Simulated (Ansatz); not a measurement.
## C in Ansatz: the effect of functional

C:

```xyz
2
Lattice="2.1273 -1.2283 0.0000 2.1273 1.2283 0.0000 -1.3791 0.0000 3.5028" Properties=species:S:1:pos:R:3 pbc="T T T"
C    -0.6699    0.0000    3.5025
C     3.5455    0.0000    0.0003
```

This is a stacking variant of graphite.

Alike in all runs:

| Property | Result |
| --- | --- |
| Program | Ansatz 0.2.0 |
| Task | band structure |
| Potentials or basis | Ansatz PAW |
| k mesh | 13 × 13 × 8 |
| Occupations | fermi-dirac, width 0.05 eV |
| Spin | no spin polarisation |

Question: One run gave: pressure 0.9 GPa. Which functional did it use?
A. RPBE
B. PBEsol
C. BLYP
D. LDA
E. r2SCAN

Answer: B.

```csv
functional,cutoff,pressure (GPa)
LDA,420 eV (not typed: the program's choice for these potentials),-4.1
PBEsol,420 eV (not typed: the program's choice for these potentials),0.9
RPBE,420 eV (not typed: the program's choice for these potentials),7.7
revPBE,420 eV (not typed: the program's choice for these potentials),6.8
BLYP,420 eV (not typed: the program's choice for these potentials),6.4
r2SCAN,500 eV (not typed: the program's choice for these potentials),-0.2
```

Caveats: the PAW data sets come from PBE, with cores solved anew for the run's functional, which leaves a small shift of forces and pressure; this functional lacks dispersion, which binds the layers, so the pressure and a relaxed spacing across them are unreliable (some runs).

Runs at the PBE level aren't shown here.
